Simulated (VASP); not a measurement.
A run of VASP 6.6.1 is set up as follows.

Contents of INCAR:

```
PREC = Accurate
ENCUT = 600
EDIFF = 1E-6
ISMEAR = -1
SIGMA = 0.05
LREAL = F
LASPH = T
NELM = 80
ALGO = Normal
ISIF = 3
LWAVE = F
LCHARG = F
GGA = RP
IVDW = 12
IBRION = 2
NSW = 40
EDIFFG = -0.01
```

File KPOINTS:

```
Automatic mesh
0
Gamma
  9 9 2
```

File POSCAR:

```
Te2Mo
1.0
    3.5182000000      0.0000000000      0.0000000000
   -1.7591000000      3.0468505756      0.0000000000
    0.0000000000      0.0000000000     13.9736000000
Te Mo
4 2
Direct
    0.6666666667      0.3333333333      0.3790000000
    0.3333333333      0.6666666667      0.8790000000
    0.6666666667      0.3333333333      0.1210000000
    0.3333333333      0.6666666667      0.6210000000
    0.6666666667      0.3333333333      0.7500000000
    0.3333333333      0.6666666667      0.2500000000
```

Potentials or basis: VASP PAW PBE potentials, release 64 (Te, Mo_sv).

Launch:

```bash
$ cat potpaw_PBE.64/Te/POTCAR potpaw_PBE.64/Mo_sv/POTCAR > POTCAR
$ mpirun -np 1 vasp_std > vasp.out
```

(1) Predict the relaxed cell.

(2) Predict the space group after relaxing (to 0.05 Å).

(3) Estimate the relaxed volume.

(4) What does it give for the band gap on the k mesh?

Answers

(1) a = 3.140 Å, b = 3.140 Å, c = 12.564 Å, α = 90.00°, β = 90.00°, γ = 120.00°.

(2) P6_3/mmc (No. 194).

(3) 17.88 Å³/atom.

(4) none (metal or under the smearing width).

Caveat: the volume moved by over 15 % at a fixed basis, so the end points are rough; the PAW data sets were made with another functional, which shifts forces and pressure a little; the volume moved by -28 % from the deposited cell, more than functionals usually miss.
